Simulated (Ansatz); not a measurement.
A run of Ansatz 0.2.0 is set up as follows.

The input input.yaml:

```yaml
crystal:
  lattice:
    - [0.0, 2.365, 2.365]
    - [2.365, 0.0, 2.365]
    - [2.365, 2.365, 0.0]
  atoms:
    - { symbol: Zr, position: [0.5, 0.5, 0.5] }
    - { symbol: C, position: [0.0, 0.0, 0.0] }
hamiltonian:
  xc: lda
  pseudopotentials: { kind: paw }
kpoints:
  mp_grid: { grid: [7, 7, 7] }
scf:
  occupations: { method: fermi_dirac, width: 0.05 }
output:
  forces: true
  stress: true
elastic:
  mode: relaxed_ion
  stencil: two_point
```

Potentials or basis: Ansatz PAW.

Command:

```console
$ ansatz run input.yaml --threads 2 --pin off --max-ram 5632MiB --backend cpu --events-out ev --progress --plain --runs-dir out
```

Estimate the elastic constants C11, C12, C44.

390, 97, 146 GPa.

What does it give for the Voigt bulk modulus?

195 GPa.

What does it give for the band gap on the k mesh?

None (metal or under the smearing width).

Estimate the pressure.

-12.5 GPa.

Elastic tensor in Voigt notation (GPa, in the Cartesian axes of the cell as first typed):
```
390  97  97   0   0   0
 97 390  97   0   0   0
 97  97 390   0   0   0
  0   0   0 146   0   0
  0   0   0   0 146   0
  0   0   0   0   0 146
```

Caveat: the cell is more than 3 GPa from zero pressure, which shifts response properties; elastic constants of metals need much finer meshes, so these are rough; the PAW data sets come from PBE, with cores solved anew for the run's functional, which leaves a small shift of forces and pressure.
